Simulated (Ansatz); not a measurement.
Cost and result for the equilibrium volume of Pt

**What was measured.** The equilibrium volume of Pt (Fm-3m) is reported as 15.09 Å³/atom (arxiv:2412.16732). The runs below try to reproduce it.

```xyz
1
Lattice="0.0000 1.9609 1.9609 1.9609 0.0000 1.9609 1.9609 1.9609 0.0000" Properties=species:S:1:pos:R:3 pbc="T T T"
Pt    0.0000    0.0000    0.0000
```

| rung | level | program and potentials | cutoff (eV) | k mesh | smearing | task | core time | chip | equilibrium volume (Å³/atom) | miss | notes |
| --- | --- | --- | --- | --- | --- | --- | --- | --- | --- | --- | --- |
| GGA + dispersion | PBEsol+D3(BJ) | Ansatz, Ansatz PAW | 420 | 12 × 12 × 12 | fermi-dirac 0.05 | relaxation of cell and atoms | 5.6 s | AMD EPYC 7R13 Zen 3 | 14.63 | -3.0 % | potentials made for PBE, which Ansatz adapts in part |
| GGA + dispersion | PBEsol+D3(BJ)+ATM | Ansatz, Ansatz PAW | 420 | 12 × 12 × 12 | fermi-dirac 0.05 | relaxation of cell and atoms | 5.7 s | AMD EPYC 7R13 Zen 3 | 14.76 | -2.2 % | potentials made for PBE, which Ansatz adapts in part |
| GGA + dispersion | PBEsol+D4 | Ansatz, Ansatz PAW | 420 | 12 × 12 × 12 | fermi-dirac 0.05 | relaxation of cell and atoms | 6.1 s | AMD EPYC 7R13 Zen 3 | 14.82 | -1.8 % | potentials made for PBE, which Ansatz adapts in part |
| GGA | PBE | Ansatz, Ansatz PAW | 420 | 12 × 12 × 12 | fermi-dirac 0.05 | equation of state | 8.3 s | Arm Neoverse V1 | 15.65 | +3.7 % | - |
| meta-GGA | r2SCAN | Ansatz, Ansatz PAW | 500 | 12 × 12 × 12 | fermi-dirac 0.05 | equation of state | 21 s | Arm Neoverse V1 | 15.30 | +1.4 % | potentials made for PBE, which Ansatz adapts in part |
| GGA + dispersion | PBEsol+D3(BJ) | Ansatz, all-electron LAPW, scalar-relativistic | - | 12 × 12 × 12 | fermi-dirac 0.05 | relaxation of cell and atoms | 33 s | Arm Neoverse V1 | 14.63 | -3.0 % | - |
| hybrid | HSE06 | Ansatz, Ansatz PAW | 420 | 8 × 8 × 8 | fermi-dirac 0.05 | equation of state | 3.4 min | AMD EPYC 7R13 Zen 3 | 15.09 | +0.0 % | potentials made for PBE, which Ansatz adapts in part |

Times are single runs on shared hosts and different chips, so they are rough; meshes, cutoffs and the tasks' sizes weigh on the time. All rows: no spin polarisation. Smearing widths are in eV. For a metal such meshes aren't converged. Meshes differ between rows, which moves values too. Meshes are those of the run's cell of 1 atom unless a note names another. Relaxations start from the cell shown or near it and stop with a little pressure left. Misses use the values as printed. Runs on faulty files, with rough fits or with known faults for this quantity aren't shown. No row holds spin-orbit coupling.

By rung: GGA + dispersion 14.63 to 14.82; GGA 15.65; meta-GGA 15.30; hybrid 15.09 (Å³/atom). Measured: 15.09 Å³/atom (arxiv:2412.16732). Closest is HSE06 (+0.0 %), and PBE misses by +3.7 % on plain settings. The runs are for a static lattice, while measurements hold temperature and zero-point motion.
